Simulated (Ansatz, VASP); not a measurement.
# TaN: VASP beside Ansatz

```
CELL_PARAMETERS angstrom
2.93800 0.00000 0.00000
-1.46900 2.54438 0.00000
0.00000 0.00000 2.88300
ATOMIC_POSITIONS crystal
Ta 0.00000 0.00000 0.50000
N 0.66667 0.33333 0.00000
```

Alike in both runs: functional LDA; k mesh 10 × 10 × 9; occupations fermi-dirac, width 0.05 eV; no spin polarisation.

|  | VASP | Ansatz |
| --- | --- | --- |
| version | VASP 6.6.1 | Ansatz 0.2.0 |
| potentials or method | VASP PAW LDA potentials, release 64 (Ta_pv, N), cutoff 520 eV | all-electron LAPW, scalar-relativistic |
| task | single point | band structure |

```csv
,VASP,Ansatz,Ansatz less VASP
gap on the k mesh at the Fermi level (eV),none,none,-
pressure (GPa),-9.8,-11.5,-1.70
largest component of the traceless stress (GPa),0.94,1.09,+0.144
```

A gap of «none» marks a metal or a gap that the smearing closes. Ansatz ran all-electron here, so the differences hold the error of VASP's frozen core and of both bases.

Caveats: spin-orbit coupling is left out, which moves the levels of the heavy elements (Ansatz). Spin-orbit coupling is left out, which matters for the levels of Ta.
